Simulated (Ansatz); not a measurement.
RuO2:
```
CELL_PARAMETERS angstrom
      4.48114     0.00000     0.00000
      0.00000     4.48114     0.00000
      0.00000     0.00000     3.10858
ATOMIC_POSITIONS crystal
  Ru 0.50000 0.50000 0.50000
  Ru 0.00000 0.00000 0.00000
  O  0.80535 0.19465 0.50000
  O  0.19465 0.80535 0.50000
  O  0.30535 0.30535 0.00000
  O  0.69465 0.69465 0.00000
```

Relaxed with r²SCAN. Special points in fractions of this cell's reciprocal vectors: Γ (0.000, 0.000, 0.000); X (0.000, 0.500, 0.000); M (0.500, 0.500, 0.000); Z (0.000, 0.000, 0.500); R (0.000, 0.500, 0.500); A (0.500, 0.500, 0.500).

Q: List the band energies nearest the Fermi level at these points for r²SCAN in the plane-wave PAW code Ansatz.

A: In eV from the Fermi level; about four levels below and three above (degenerate sets whole), none deeper than 8.9 eV; points with the same levels are listed once.

| k | below | above |
|---|---|---|
| Γ | -1.38 -1.32 -1.32 -0.90 | 1.83 1.87 4.97 4.97 |
| X | -0.53 -0.53 -0.28 -0.28 | 0.46 0.46 4.42 4.42 |
| M | -1.47 -1.47 -1.28 -1.28 | 0.91 0.91 3.91 3.91 |
| Z | -3.36 -3.36 -0.74 -0.74 | 0.06 0.06 0.93 0.93 |
| R | -1.65 -1.65 -0.69 -0.69 | 1.21 1.21 2.33 2.33 |
| A | -0.67 -0.67 -0.42 -0.42 | 0.25 0.25 3.45 3.45 |

Space group P4_2/mnm (rutile). The cell was relaxed with r²SCAN under the symmetry of its start. No spin polarisation was allowed. Spin–orbit coupling is left out wherever it is not named.

Potentials: the earlier of the program's two PAW sets.
